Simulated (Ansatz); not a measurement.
**What is wrong with this input? (Co$_{3}$Sn$_{2}$)**

Someone meant to compute Co$_{3}$Sn$_{2}$ with PBEsol, plane waves and PAW in Ansatz and wrote this input.

```yaml
crystal:
  lattice:
    - [4.2229921449, 0.0, 0.0]
    - [-2.1114960725, 3.6572184775, 0.0]
    - [0.0, 0.0, 5.066854]
  atoms:
    - { symbol: Co, position: [0.0, 0.0, 0.746357], spin: 1.25 }
    - { symbol: Co, position: [0.0, 0.0, 0.253643], spin: 1.25 }
    - { symbol: Co, position: [0.6666666667, 0.3333333333, 0.0], spin: 0.55 }
    - { symbol: Sn, position: [0.6666666667, 0.3333333333, 0.5] }
    - { symbol: Sn, position: [0.3333333333, 0.6666666667, 0.0] }
basis:
  ecutwfc: 420
kpoints:
  mp_grid: { grid: [12, 12, 8] }
hamiltonian:
  xc: pbesol
scf:
  occupations: { method: gaussian, width: 0.1 }
  max_iter: 12
  convergence: { dr2_threshold: "1e-19 eV" }
output:
  forces: true
  stress: true
  eigenvalues: true
  populations: true
magnetization:
  spin_polarized: true
```

Command:

```bash
ansatz run input.yaml --threads 1 --pin off --max-ram 2560MiB --backend cpu --events-out ev --progress --plain --runs-dir out
```

From the log (HF is the Harris–Foulkes energy, dr2 the density residual in eV):

```text
Pseudopotential: Co, paw, valence charge 17, recommended cutoff 420 eV (normal)
Pseudopotential: Sn, paw, valence charge 14, recommended cutoff 420 eV (normal)
Crystal: 5 atoms, lattice volume = 78.255 Å³
Basis set: ecut = 420 eV, 1499 PW (Γ), exchange–correlation on 60×60×72 points (8 copies of the dense FFT grid, shifted against one another)
Bands: 50, of which v1, the nominal top of the filled ones, is band 40 counted from 1 (39 counted from 0)
Symmetry: 12 space group operations
Space group: P-6m2 (ITA 187), of the structure as read, at distance tolerance 4.3e-5 Å
k-points: 95 of 1152 (time reversal used)
PAW frozen core: Co, regenerated for the run's functional, and the local potential with it (the file was generated under x = pbe(κ = 0.804, μ = 0.2195), c = pbe(β = 0.0667))
PAW frozen core: Sn, regenerated for the run's functional, and the local potential with it (the file was generated under x = pbe(κ = 0.804, μ = 0.2195), c = pbe(β = 0.0667))
Initial density: superposition of atomic densities
Starting moments: Σ|m| = 3.05 μB on 3 of 5 sites
SCF iter   1: HF=-27174.932632 eV  Δρ=5.18e-2 (↑2.63e-2 ↓5.18e-2) dr2=1.96e0  dr2_m=8.16e-1  M=3.559 μB ∫|m|=3.910 μB
spin=Collinear: Kerker preconditioning applied to the charge; magnetization (m = ρ↑ − ρ↓) channel mixes plain (no charge-response kernel on spin).
SCF iter   2: HF=-27175.648475 eV  Δρ=2.78e-2 (↑2.78e-2 ↓2.24e-2) dr2=1.92e0  dr2_m=2.62e-1  M=3.368 μB ∫|m|=3.738 μB
SCF iter   3: HF=-27177.458488 eV  Δρ=1.78e-2 (↑1.43e-2 ↓1.78e-2) dr2=1.72e0  dr2_m=1.41e-2  M=3.018 μB ∫|m|=3.429 μB
SCF iter   4: HF=-27178.489587 eV  Δρ=2.63e-2 (↑1.32e-2 ↓2.63e-2) dr2=1.54e0  dr2_m=4.51e-2  M=2.596 μB ∫|m|=3.037 μB
   ...
SCF iter  10: HF=-27178.356977 eV  Δρ=3.09e-4 (↑1.35e-4 ↓3.09e-4) dr2=1.23e-4  dr2_m=6.14e-6  M=2.583 μB ∫|m|=3.036 μB
SCF iter  11: HF=-27178.356984 eV  Δρ=1.70e-4 (↑7.75e-5 ↓1.70e-4) dr2=3.33e-5  dr2_m=2.32e-6  M=2.582 μB ∫|m|=3.035 μB
SCF iter  12: HF=-27178.356985 eV  Δρ=6.00e-5 (↑3.60e-5 ↓6.00e-5) dr2=5.75e-6  dr2_m=2.28e-7  M=2.581 μB ∫|m|=3.034 μB
Error: did not converge after 12 iterations: dr2 = 5.75e-6 (threshold 1.00e-19), under the density mixer `msr1`, which `scf.mixing.algorithm: auto` chose by the deck's other keys (type `scf.mixing.algorithm: msr1` to keep it); raise `scf.max_iter`, which need not help a stalled SCF …
```

Task: Why did this happen?

Result: The fault is an SCF threshold too tight for the iterations allowed. The residual can't fall so far within the iterations allowed. The cure is the default threshold.

Fix (which also takes the starting moments of the reference run):

```diff
 crystal:
   atoms:
-    - { symbol: Co, position: [0.0, 0.0, 0.746357], spin: 1.25 }
-    - { symbol: Co, position: [0.0, 0.0, 0.253643], spin: 1.25 }
-    - { symbol: Co, position: [0.6666666667, 0.3333333333, 0.0], spin: 0.55 }
+    - { symbol: Co, position: [0.0, 0.0, 0.746357], spin: 1.28 }
+    - { symbol: Co, position: [0.0, 0.0, 0.253643], spin: 1.28 }
+    - { symbol: Co, position: [0.66666667, 0.33333333, 0.0], spin: 0.61 }
 scf:
-  max_iter: 12
-  convergence: { dr2_threshold: "1e-19 eV" }
```

With the mended input the run converges and gives no gap, a pressure of -5.88 GPa.

The mended run took 2.3 min on 1 thread of Intel(R) Xeon(R) Platinum 8259CL CPU @ 2.50GHz (Skylake/Cascade Lake), with other jobs on the host, peak memory 0.78 GiB.